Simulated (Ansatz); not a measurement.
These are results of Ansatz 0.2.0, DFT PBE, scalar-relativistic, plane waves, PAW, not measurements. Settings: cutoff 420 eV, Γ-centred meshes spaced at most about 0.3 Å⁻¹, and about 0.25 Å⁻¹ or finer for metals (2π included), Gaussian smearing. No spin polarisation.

Temperature and zero-point effects are left out.

Question: Order these relaxed structures of SiGe₅ by energy, lowest first, with the energy over the lowest of them.
A.

Space group P4/mmm (No. 123). a = 3.225 Å, b = 3.225 Å, c = 10.764 Å, α = 90.00°, β = 90.00°, γ = 90.00°
```
atom  site  symmetry       x       y       z
  Si    1a     4/mmm  0.0000  0.0000  0.0000
  Ge    2g       4mm  0.0000  0.0000  0.6709
  Ge    2h       4mm  0.5000  0.5000  0.8543
  Ge    1d     4/mmm  0.5000  0.5000  0.5000
```

B.

Space group P-3m1 (No. 164). a = 4.035 Å, b = 4.035 Å, c = 19.775 Å, α = 90.00°, β = 90.00°, γ = 120.00°
```tsv
atom	site	symmetry	x	y	z
Si	2d	3m.	0.3333	0.6667	0.0183
Ge	2d	3m.	0.6667	0.3333	0.8586
Ge	2c	3m.	0.0000	0.0000	0.8158
Ge	2c	3m.	0.0000	0.0000	0.6900
Ge	2d	3m.	0.3333	0.6667	0.5214
Ge	2d	3m.	0.6667	0.3333	0.3527
```

Answer: B (0 meV/atom), A (371 meV/atom). Counting Ge atoms around Si (those within 1.25 times the shortest such distance or 1.15 times the sum of covalent radii, 1.27 where that leaves under three; the shortest distance is added where it exceeds 1.18 times the sum of covalent radii): B has Si 1; A has Si 8 from 2.8 Å. Both come from invented guesses.

Cells relaxed within their symmetry can be saddle points. Some structure types and database cells were kept out of the candidates from the start, so a known form may be missing.
